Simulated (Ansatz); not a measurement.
Levels of theory for MgSe (Fm-3m)

All numbers come from the PAW code Ansatz. (Simulation; no magnetic order is allowed.)

MgSe (Fm-3m) from a database of computed structures, relaxed with r2SCAN. Space group Fm-3m (No. 225), cubic; conventional cell a = 5.473 Å, 20.49 Å³ an atom. Mg has 6 Se at 2.74 Å; Se has 6 Mg at 2.74 Å.

```
CELL_PARAMETERS angstrom
0.00000 2.73627 2.73627
2.73627 0.00000 2.73627
2.73627 2.73627 0.00000
ATOMIC_POSITIONS crystal
Mg 0.00000 0.00000 0.00000
Se 0.50000 0.50000 0.50000
```

Relaxed lattice by functional, symmetry kept:

| functional | k mesh | a (Å) | volume (Å³/atom) |
| --- | --- | --- | --- |
| PBE | 8×8×8 | 5.509 | 20.90 |
| r2SCAN | 8×8×8 | 5.473 | 20.49 |
| PBEsol | 8×8×8 | 5.451 | 20.24 |
| LDA | 8×8×8 | 5.392 | 19.59 |
| HSE06 | 6×6×6 | 5.466 | 20.41 |

On this one geometry the levels give:
```tsv
level	k mesh	gap (eV)	kind	edges	least direct gap (eV)
LDA	8×8×8	1.64	indirect	Γ → X	2.30
PBE	8×8×8	1.80	indirect	Γ → X	2.53
PBE+SOC	8×8×8	1.67	indirect	Γ → X	2.39
r2SCAN	8×8×8	2.48	indirect	Γ → X	3.44
r2SCANh	6×6×6	3.00	indirect	Γ → X	3.96
HSE06	6×6×6	2.66	indirect	Γ → X	3.53
HSE06+SOC	4×4×4	2.50	indirect	Γ → X	3.39
DDH-PBE0	6×6×6	2.73	indirect	Γ → X	3.52
PBE0	6×6×6	3.35	indirect	Γ → X	4.18
G0W0@PBE (122 empty bands, 120 eV, 4×4×4)	4×4×4	2.89	–	Γ → X (mesh)	–
G0W0@PBE (303 empty bands, 220 eV, 4×4×4)	4×4×4	3.04	–	Γ → X (mesh)	–
```
PBE: smearing of 0.02 eV; the others have fixed occupations.
Wave cutoffs: 420 eV, 500 eV (r2SCAN, r2SCANh). Set aside, since their points miss a band edge that the other levels read or their mesh is too coarse: LC-ωPBE.
The G0W0 gap is PBE's gap over the path plus the quasiparticle shift read on the mesh. No extrapolation in bands, cutoff or mesh was made for G0W0.

The HSE06 gap is indirect, 2.66 eV (Γ to X), below the direct gap of 3.53 eV at Γ. Spin-orbit coupling changes the PBE gap by -0.14 eV, to 1.67 eV; at Γ the threefold valence level splits into a fourfold and a twofold level 0.42 eV apart, the fourfold one on top.

Set against the finite-basis gap of 3.04 eV from G0W0@PBE (303 empty bands, 220 eV, 4×4×4), the closest functional is r2SCANh, which differs by -0.04 eV. The others: DDH-PBE0 -0.31, PBE0 +0.31, HSE06 -0.38, r2SCAN -0.56, PBE -1.24, LDA -1.40 eV. The yardstick still moved by +0.15 eV in its last step of bands and cutoff, so this order can change. r2SCAN covers 79 % of the step from PBE to HSE06. Among these functionals the gap stays indirect.

On the PBEsol cell (a = 5.451 Å), with PBEsol: The optical mode at Γ lies at 189 cm⁻¹ without the longitudinal term. With the long-range field the highest mode reaches 306 cm⁻¹. By the program's warning the force constants, and with them frequencies and ε⁰, aren't converged on this mesh. The electronic dielectric tensor ε∞ is 6.69 in all directions. With the ions relaxed, ε⁰ is 17.6 in all directions. Born charges, averaged over directions: Mg +2.43, Se -2.43 e.

Only the levels marked +SOC include spin-orbit coupling.

The meshes of the hybrids are coarse, so their gaps aren't converged to the digits shown.
